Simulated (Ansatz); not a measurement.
# How AlP absorbs and reflects light, part 2 of 2

What colour and refractive index does AlP have at this level of theory? The cell comes from an older database entry, whose edges can differ from later determinations, mostly by under a per cent.

Ansatz 0.2.0; DFT, PBE, plane-wave PAW, default files, scalar-relativistic, independent-particle optical response without local fields.

So far. Step 2 (Ground state and bands): There is a gap, 1.57 eV on the path, so no carriers' term is needed. The cell is left with a pressure of 2.8 GPa, as it stands unrelaxed at this level.

The database entry behind the starting cell differs from later determinations by our own check (0.1 to 0.3 % short, probably kX units), so it need not match the best structure at ambient conditions.

## 3. Spectrum (continued)

Optical constants at common wavelengths, from n + ik = √ε:

| wavelength (nm) | n | k | R (%) | 1/α |
| --- | --- | --- | --- | --- |
| 1550 | 2.99 | 0.000 | 24.8 | over 1 mm |
| 633 | 3.20 | 0.000 | 27.5 | over 1 mm |
| 450 | 3.57 | 0.000 | 31.6 | over 1 mm |
| 405 | 3.83 | 0.001 | 34.4 | 51 µm |
| 365 | 4.37 | 0.061 | 39.4 | 474 nm |
| 308 | 5.29 | 1.677 | 50.1 | 15 nm |
| 248 | 2.37 | 3.481 | 59.6 | 5.7 nm |

Rows near the edge hang on the gap, which this functional as a rule makes too small, and phonon-assisted absorption is left out.

A film 1 µm thick would pass 55 % of daylight and look colourless, dimmed by reflection in transmission (x = 0.320, y = 0.337).

The f-sum over the summed bands holds 7.1 of the cell's 8 electrons outside the frozen cores. Up to 26 eV the strength has a mean oscillator energy of 5.6 eV, close to the main peak.

## 4. Static response with local fields

A static field by perturbation theory: the induced potential is included, and the Born charges come with it.

This step: DFT, PBE, plane-wave PAW, default files, scalar-relativistic, static field response by perturbation theory with local fields (Ansatz 0.2.0).

The input, input.yaml:

```yaml
crystal:
  lattice:
    - [0.0, 2.7255, 2.7255]
    - [2.7255, 0.0, 2.7255]
    - [2.7255, 2.7255, 0.0]
  atoms:
    - { symbol: P, position: [0.75, 0.75, 0.75] }
    - { symbol: Al, position: [0.0, 0.0, 0.0] }
kpoints:
  mp_grid: { grid: [7, 7, 7] }
scf:
  occupations: { method: fixed }
hamiltonian:
  xc: pbe
  pseudopotentials: { kind: paw }
dielectric: {}
```

The run is started by

```
ansatz run input.yaml --threads 2 --pin off --max-ram 5120MiB --backend cpu --events-out ev --progress --plain --runs-dir out
```

Numbers of over 12 decimals in the logs are rounded to 6 here.

What it wrote:

```text
[...]
Crystal: 2 atoms, lattice volume = 40.492 Å³
Basis set: ecut = 420 eV, 749 PW (Γ), exchange–correlation on 54×54×54 points (8 copies of the dense FFT grid, shifted against one another)
Bands: 8, of which v1, the nominal top of the filled ones, is band 4 counted from 1 (3 counted from 0)
Symmetry: 24 space group operations
k-points: 64 of 343 (irreducible under 4 space group operations, time reversal used)
[...]
SCF iter   1: F=—  HF=-1294.430880 eV  |F-HF|=—  |Δ(HF+E_count)|=         —  Δρ=1.16e-3  dr2=8.80e-4  ethr=1.77e-3  ⟨swp⟩=5.2  Hψ=3750  notcnv=0  defer=118
[...]
SCF iter   7: F=-1294.430775 eV  HF=-1294.430775 eV  |F-HF|=3.41e-12  |Δ(HF+E_count)|=  7.62e-11  Δρ=1.16e-7  dr2=6.96e-12  ethr=1.25e-12  ⟨swp⟩=4.7  Hψ=3500  notcnv=0
SCF 1 converged in 7 iterations: F = -1294.430775 eV  dr2 = 6.96e-12
[...]
DFPT response loops at Γ: preconditioner auto → none (the input reference at scf.mixing.eps_inf says where Resta's filter doesn't serve); β = 0.50; Broyden in place of MSR1
── the response to a field inside a basis, on 8×8×8 k-points: an SCF that follows is theirs, and a resumed run solves both again ──
Bands: 5, of which v1, the nominal top of the filled ones, is band 4 counted from 1 (3 counted from 0)
k-points: 60 of 512 (irreducible under 6 space group operations, time reversal used)
[...]
Eigensolver: Dense (60 Hₖ)
SCF iter   1: F=—  HF=-1294.433293 eV  |F-HF|=—  |Δ(HF+E_count)|=         —  Δρ=1.01e-4  dr2=6.58e-6  ethr=1.00e-1
[...]
SCF iter   3: F=-1294.433292 eV  HF=-1294.433292 eV  |F-HF|=5.00e-8  |Δ(HF+E_count)|=   1.60e-7  Δρ=1.58e-5  dr2=5.98e-8  ethr=4.22e-9
SCF 1 converged in 3 iterations: F = -1294.433292 eV  dr2 = 5.98e-8
[...]
SCF converged after 7 iterations
Free energy (F): -1294.430775 eV
[...]
Internal energy: -1294.430775 eV  (E = F + TS)
E sigma→0 (E₀):  -1294.430775 eV
Fermi energy:    5.093891 eV
[...]
--- Band table (eV; the first three rows and the last of 64) ---
[...]
--- Dielectric response (ions clamped): 3 representative field directions + reference, inside a basis on a mesh of 512 k-points (Σ response iterations 12) ---
  ε∞ (high-frequency dielectric tensor):
        8.073126     0.000000    -0.000000
        0.000000     8.073126     0.000000
       -0.000000     0.000000     8.073126
  Born effective charges Z* (e; rows j = field, columns β = displacement):
    site 0:
        -2.22675   -0.00000   -0.00000
        -0.00000   -2.22675   -0.00000
        -0.00000   -0.00000   -2.22675
    site 1:
         2.22675    0.00000    0.00000
         0.00000    2.22675    0.00000
         0.00000    0.00000    2.22675
  Z* charge neutrality: 3.833e-4 e pre-enforcement
  solved inside a basis spanned on kpoints, on 8×8×8 k-points, its susceptibility summed on 12×12×12: ε∞ is read to err by 2.2e-2, Z* by 7.5e-3 e (field_mesh: kpoints solves on kpoints); Z* is corrected for what the basis lacks
```

The job ended after 11 s (2 threads of Arm Neoverse V1, shared host; peak memory 0.36 GiB).

Read-outs, printed or worked out from the files:

```
electronic dielectric constant ε∞, mean over x, y and z (by symmetry where fewer were run) : 8.073
```

ε∞ with local fields:

```
8.07 0.00 0.00
0.00 8.07 0.00
0.00 0.00 8.07
```

Diagonal elements. Born, by row:

```
atom  Z*xx (e)  Z*yy (e)  Z*zz (e)
  P1    -2.227    -2.227    -2.227
 Al2     2.227     2.227     2.227
```

Mean Born charges are P -2.23 and Al +2.23, against formal valences of -3 and +3. They fall short of the ionic values, as in covalent bonds.

## 5. What came out

```yaml
gap_on_the_path: 1.57 eV
least_direct_gap_on_the_path: 3.35 eV
electronic_dielectric_constant_eps_infinity_mean_over_x_y_and_z_by_symmetry_where_fewer_were_run_independent_particles: 8.71
absorption_onset_first_axis_alpha_over_1e4_cm_minus1_or_the_direct_gap_if_that_lies_higher: 3.35 eV
main_peak_of_im_epsilon_first_axis: 4.52 eV
centre_of_weight_of_the_strongest_loss_peak_in_the_window_first_axis: 17.0 eV
photocurrent_from_vertical_transitions_in_a_film_500_nm_thick_on_a_perfect_mirror_two_passes_am1p5g_no_front_reflection_all_carriers_collected: 0.674 mA/cm²
electronic_dielectric_constant_eps_infinity_mean_over_x_y_and_z_by_symmetry_where_fewer_were_run_static_response_with_local_fields: 8.07
```

**Reading.** At this level (PBE, independent particles) AlP has ε∞ = 8.71 (8.07 with local fields) and n = 2.99 at 1550 nm; absorption sets in near 3.3 eV, and Im ε peaks at 4.5 eV. The gap is indirect (1.57 eV), so absorption without phonons can begin only at the direct gap of 3.35 eV. Absorption passes 10⁴ cm⁻¹ from the direct gap on, 3.35 eV, in the ultraviolet, so the visible is passed, but for phonon-assisted absorption over the indirect gap, which is left out. The strongest loss structure up to 26 eV has its centre of weight at 17.0 eV; a free-electron gas of the 7.1 electrons in the f-sum would put its plasmon at 15.5 eV. Distinct maxima of Im ε, read by a parabola through the highest points, lie at 4.52 eV (36) and 5.55 eV (16). The f-sum over the summed bands holds 7.1 of the cell's 8 electrons outside the frozen cores. Up to 26 eV the strength has a mean oscillator energy of 5.6 eV, close to the main peak. A film 1 µm thick would pass 55 % of daylight and look colourless, dimmed by reflection in transmission (x = 0.320, y = 0.337). With local fields and the functional's kernel the static response is 8.07 against 8.71 for independent particles (-7 %). In the base spectrum excitons and phonon-assisted transitions are missing, and so are local fields; PBE gaps are as a rule too small, which pulls the onset down and ε∞ up. In the base run ε includes the program's bounded estimate of what the bands above those summed add.

[Logs are printed without paths, hosts, clocks, repeated set-up lines and the standing remarks that a program may print on its own settings, such as how far it seeks lower states.]

[Hosts, paths, dates, database ids (printed as entryN), source tags and the programs' standing remarks are cut or masked in the printed files.]
